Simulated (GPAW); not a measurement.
Crystal: ZnCu2SnS4.

```
CELL_PARAMETERS angstrom
-2.71710 2.71710 5.42480
2.71710 -2.71710 5.42480
2.71710 2.71710 -5.42480
ATOMIC_POSITIONS crystal
Sn 0.50000 0.50000 0.00000
Zn 0.25000 0.75000 0.50000
Cu 0.75000 0.25000 0.50000
Cu 0.00000 0.00000 0.00000
S 0.62799 0.62839 0.51280
S 0.88481 0.37201 0.00040
S 0.11559 0.11519 0.48720
S 0.37161 0.88441 0.99960
```

Base run:

- Program: GPAW 26.7.0
- Functional: PBE
- Potentials or basis: GPAW PAW data sets (gpaw-data 1.2.1)
- Cutoff: 450 eV
- Basis: pw
- k mesh: 5 × 5 × 5
- Occupations: fermi-dirac, width 0.001 eV
- Spin: no spin polarisation
- Hubbard terms: Cu d U = 2.0 eV

Its results: band gap on the k mesh 0.47 eV, direct.

Question: After a change of settings the same cell gave: band gap on the k mesh 0.81 eV, direct. Which change was it?
A. hubbard terms from Cu d U = 2.0 eV to Cu d U = 6.0 eV
B. hubbard terms from Cu d U = 2.0 eV to none
C. hubbard terms from Cu d U = 2.0 eV to Cu d U = 4.0 eV
D. occupations from fermi-dirac, width 0.001 eV to fermi-dirac, width 0.05 eV; hubbard terms from Cu d U = 2.0 eV to none

Answer: A.

Caveats: with so narrow a direct gap the onset needs a denser k mesh; the long-wavelength limit can be off by several per cent where d states take part; response on these states lacks terms of the Hamiltonian; spin-orbit coupling is left out, which moves the levels of the heavy elements.

Not every run made on this cell is shown here.
